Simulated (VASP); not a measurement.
Here is a VASP 6.6.1 calculation.

Contents of INCAR:

```
SYSTEM = Mg2Ge
ALGO = Normal
EDIFF = 1E-7
EDIFFG = -0.001
ENCUT = 600
GGA = PS
IBRION = 2
ISIF = 3
ISMEAR = 0
LASPH = .True.
LCHARG = .False.
LREAL = .False.
LWAVE = .False.
NELM = 60
NSW = 80
PREC = Accurate
SIGMA = 0.01
```

The input KPOINTS:

```
k-points
0
Gamma
  10 10 10
  0 0 0
```

File POSCAR:

```
Mg2Ge
1.0
    0.0000000000      3.1821803065      3.1821803065
    3.1821803065      0.0000000000      3.1821803065
    3.1821803065      3.1821803065      0.0000000000
Mg Ge
2 1
Direct
    0.2500000000      0.2500000000      0.2500000000
    0.7500000000      0.7500000000      0.7500000000
    0.0000000000      0.0000000000      0.0000000000
```

Potentials or basis: VASP PAW PBE potentials, release 64 (Mg, Ge_d).

Command:

```console
$ cat potpaw_PBE.64/Mg/POTCAR potpaw_PBE.64/Ge_d/POTCAR > POTCAR
$ mpirun -np 1 vasp_std > vasp.out
```

What does it give for the relaxed cell?

a = 4.498 Å, b = 4.498 Å, c = 4.498 Å, α = 60.00°, β = 60.00°, γ = 60.00°.

What does it give for the band gap on the k mesh?

0.08 eV, indirect (least direct gap 1.05 eV).

Estimate the space group after relaxing (to 0.05 Å).

Fm-3m (No. 225).

Final structure:
```yaml
crystal:
  lattice:
    - [0.00000, 3.18055, 3.18055]
    - [3.18055, 0.00000, 3.18055]
    - [3.18055, 3.18055, 0.00000]
  atoms:
    - { symbol: Mg, position: [0.25000, 0.25000, 0.25000] }
    - { symbol: Mg, position: [0.75000, 0.75000, 0.75000] }
    - { symbol: Ge, position: [0.00000, 0.00000, 0.00000] }
```

 A k mesh can miss the band edges.
